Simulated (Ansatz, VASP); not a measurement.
# Al: VASP beside Ansatz

```
Al
1.0
     2.73540    0.00000    0.00000
    -1.36770    2.36893    0.00000
     0.00000    0.00000   10.51570
Al
4
Direct
  0.00000 0.00000 0.00000
  0.33333 0.66667 0.25000
  0.00000 0.00000 0.50000
  0.66667 0.33333 0.75000
```

Alike in both runs: task single point; functional PBEsol; dispersion D3(BJ); k mesh 18 × 18 × 6; occupations gaussian, width 0.15 eV; no spin polarisation.

|  | VASP | Ansatz |
| --- | --- | --- |
| version | VASP 6.6.1 | Ansatz 0.2.0 |
| potentials or method | VASP PAW PBE potentials, release 64 (Al) | scalar-relativistic, plane waves, PAW |
| plane-wave cutoff (eV) | 520 | 420 |
| valence electrons in the cell | 12 | 12 |

Ansatz gave:

| Property | Result |
| --- | --- |
| gap on the k mesh at the Fermi level (eV) | none |
| pressure (GPa) | -3.9 |
| largest component of the traceless stress (GPa) | 7.11 |

Problem. Which values does VASP return?

Solution. gap on the k mesh at the Fermi level (eV): none; pressure (GPa): -3.8; largest component of the traceless stress (GPa): 7.17.

A gap of «none» marks a metal or a gap that the smearing closes. Ansatz warned: «pseudo_functional_mismatch».

Caveats: the PAW data sets were made with another functional, which shifts forces and pressure a little (VASP); pairwise dispersion overbinds metals, which lowers pressure and volume.
